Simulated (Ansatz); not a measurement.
# Fitting the revPBE+D3(BJ) energy curve of C

Space group Fd-3m:1 (No. 227). a = 3.567 Å, b = 3.567 Å, c = 3.567 Å, α = 90.00°, β = 90.00°, γ = 90.00°
| atom | site | symmetry | x | y | z |
| --- | --- | --- | --- | --- | --- |
| C | 8a | -43m | 0.2500 | 0.2500 | 0.2500 |

The cell was scaled at fixed shape and fractions and run with Ansatz, Ansatz PAW, cutoff 420 eV; revPBE+D3(BJ), k mesh 13 × 13 × 13 on the cell of 2 atoms, fermi-dirac occupations of 0.05 eV, no spin polarisation, no spin-orbit coupling. The potentials were made for PBE. Energies are those that the program minimises, any entropy of the smearing included.

```csv
V (Å³/atom),energy over the lowest row (meV/atom)
5.3315,20.19
5.4450,6.45
5.5584,0.00
5.6718,0.10
5.7853,6.24
5.8987,?
6.0122,34.40
```

**Question.** Fit the third-order Birch-Murnaghan form, give V0, B0 and B′, and predict the energy left open.

**Answer.** With y = (V0/V)^(2/3), E = E0 + (9 V0 B0/16) [(y - 1)³ B′ + (y - 1)² (6 - 4y)]. Least squares through the rows shown give V0 = 5.6125 Å³/atom, E0 = -0.74 meV, B0 = 440.3 GPa (1 eV/Å³ = 160.218 GPa) and B′ = 3.66, with a largest miss of 0.01 meV. At V = 5.8987 the form with these constants gives 17.82 meV; the run gave 17.82 meV an atom. Measured volume: 5.672 Å³/atom at 293.15 K (COD entry, doi:10.1021/ja01156a043), so the fit lies -1.0 % from it. Measured modulus: 443 GPa (arxiv:1701.05631), so the fit lies -0.6 % from it. The runs are for a static lattice.
